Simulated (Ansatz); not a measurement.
Crystal: CoO.

```
Co O
1.0
    -1.50800    1.50800    2.10725
     1.50800   -1.50800    2.10725
     1.50800    1.50800   -2.10725
Co O
1 1
Direct
  0.00000 0.00000 0.00000
  0.50000 0.50000 0.00000
```

Base run:

| Quantity | Value |
| --- | --- |
| Program | Ansatz 0.2.0 |
| Functional | PBEsol |
| Potentials or basis | all-electron LAPW, scalar-relativistic |
| Cutoff | 369 eV (chosen from the basis error) |
| Basis error allowed | 0.001 eV/atom |
| k mesh | 12 × 12 × 12 |
| Occupations | fermi-dirac, width 0.05 eV |
| Spin | collinear spin, ferromagnetic start |
| Starting moments | [2.0, 0.0] μB |

Its results: band gap on the k mesh none (metal or under the smearing width); pressure -9.2 GPa.

The run is repeated on the same cell with these changes: spin from collinear spin, ferromagnetic start to no spin polarisation. What comes out?

Band gap on the k mesh none (metal or under the smearing width); pressure -27.3 GPa.

Caveats: semilocal functionals often make such compounds metallic where correlation or magnetic order opens a gap, which also shifts bond lengths; a cell with one magnetic atom can't hold antiferromagnetic order, which such compounds often take (some runs); an odd number of electrons without spin polarisation forces a metal (some runs); a magnetic or distorted state may lie lower (some runs).
